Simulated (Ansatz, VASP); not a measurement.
## Ru: VASP beside Ansatz

```
CELL_PARAMETERS angstrom
2.70580 0.00000 0.00000
-1.35290 2.34329 0.00000
0.00000 0.00000 4.28190
ATOMIC_POSITIONS crystal
Ru 0.66667 0.33333 0.75000
Ru 0.33333 0.66667 0.25000
```

Alike in both runs: task single point; functional PBE; k mesh 11 × 11 × 6; occupations gaussian, width 0.1 eV; no spin polarisation.

|  | VASP | Ansatz |
| --- | --- | --- |
| version | VASP 6.6.1 | Ansatz 0.2.0 |
| potentials or method | VASP PAW PBE potentials, release 64 (Ru_sv_GW) | Ansatz PAW |
| plane-wave cutoff (eV) | 550 | 420 |
| valence electrons in the cell | 32 | 32 |

VASP gave:

| Item | Value |
| --- | --- |
| gap on the k mesh at the Fermi level (eV) | none |
| pressure (GPa) | 2.3 |
| largest component of the traceless stress (GPa) | 0.08 |

Problem. Which values does Ansatz return?

Solution. gap on the k mesh at the Fermi level (eV): none; pressure (GPa): 4.6; largest component of the traceless stress (GPa): 0.04.

A gap of «none» marks a metal or a gap that the smearing closes.
